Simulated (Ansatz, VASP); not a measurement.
## Two plane-wave programs on KI

```
K I
1.0
     0.00000    3.63892    3.54429
     3.63892    0.00000    3.54429
     3.63892    3.63892    0.00000
K I
1 1
Direct
  0.00000 0.00000 0.00000
  0.50000 0.50000 0.50000
```

Change from the starting cell: biaxial_xy strain +2.7%.

Alike in both runs: task single point; functional r2SCAN; k mesh 6 × 6 × 6; no spin polarisation.

|  | VASP | Ansatz |
| --- | --- | --- |
| version | VASP 6.6.1 | Ansatz 0.2.0 |
| potentials or method | VASP PAW PBE potentials, release 64 (K_sv, I) | plane waves, PAW |
| plane-wave cutoff (eV) | 520 | 500 |
| occupations | gaussian, width 0.01 eV | fixed |
| valence electrons in the cell | 16 | 26 |

|  | VASP | Ansatz | Ansatz less VASP |
| --- | --- | --- | --- |
| gap on the k mesh at the Fermi level (eV) | 4.45 | 4.45 | +0.003 |
| pressure (GPa) | -0.5 | -0.5 | 0.00 |
| largest component of the traceless stress (GPa) | 0.38 | 0.38 | -0.003 |

The two sets of potentials don't hold the same shells in valence.

Caveats: the PAW data sets were made with another functional, which shifts forces and pressure a little (VASP); spin-orbit coupling is left out, which moves the levels of the heavy elements.
